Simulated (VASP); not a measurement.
Runs of VASP 6.6.1 on SiC. It takes space group P6_3mc (No. 186, hexagonal). Conventional cell: a = 3.076 Å, b = 3.076 Å, c = 10.071 Å, α = 90.00°, β = 90.00°, γ = 120.00°. Around Si (site symmetry 3m) lie 4 C at 1.88 to 1.89 Å. Si (site symmetry 3m) has 4 C at 1.88 to 1.89 Å as nearest neighbours. Around C (site symmetry 3m) lie 4 Si at 1.88 to 1.89 Å. Around C (site symmetry 3m) lie 4 Si at 1.88 to 1.89 Å. The cell is a database's computed one.

```csv
task,level,potentials or basis,cell,cutoff (eV),gap on the mesh (eV),pressure (GPa),largest force (eV/Å)
relaxation of cell and atoms,PBEsol,"VASP PAW PBE potentials, release 64 (Si, C)",relaxed,600,(a),0.0,-
band structure,TB-mBJ,"VASP PAW PBE potentials, release 64 (Si, C)","P6_3mc, 10.34 Å³/atom",520,3.18,-,-
band structure,LDA,"VASP PAW LDA potentials, release 64 (Si, C)","P6_3mc, 10.34 Å³/atom",520,(b),-4.1,0.01
band structure,r2SCAN,"VASP PAW PBE potentials, release 64 (Si, C)","P6_3mc, 10.34 Å³/atom",520,2.61,-0.5,0.01
```

Alike in all rows: no spin polarisation; k mesh 12 × 12 × 3; smearing gaussian 0.03 eV.

Task: Estimate the missing entries.

Result: (a) 2.11; (b) 2.17.

Caveats: the PAW data sets were made with another functional, which shifts forces and pressure a little (some runs); an odd mesh through Γ misses points on the zone boundary, where band edges often lie (some runs).

Runs at the PBE level aren't shown here.
